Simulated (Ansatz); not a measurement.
Z-matrix (Å, degrees):
```
C
C 1 1.483
O 1 1.379 2 107.7
O 1 1.187 2 129.7 3 180.0
C 2 1.327 1 107.9 3 -0.0
H 2 1.080 1 122.1 3 -180.0
C 3 1.379 1 108.7 2 0.0
H 5 1.080 2 129.9 1 180.0
O 7 1.187 3 122.7 1 180.0
```

Total charge 0; spin multiplicity 1.

List the PBE/def2-TZVPP orbital energies in eV (Ansatz). (An estimate is asked.)

The calculation gave: Occupied: -512.46, -510.97, -510.97, -273.15, -273.14, -270.76, -270.74, -29.20, -27.47, -26.49, -21.44, -17.66, -16.16, -15.05, -12.88, -12.83, -11.94, -11.53, -11.00, -10.75, -10.23, -8.59, -8.40, -7.77, -7.04. Lowest empty: -4.13, -0.60, -0.01, 0.62, 1.20, 1.41, 2.81, 2.84.
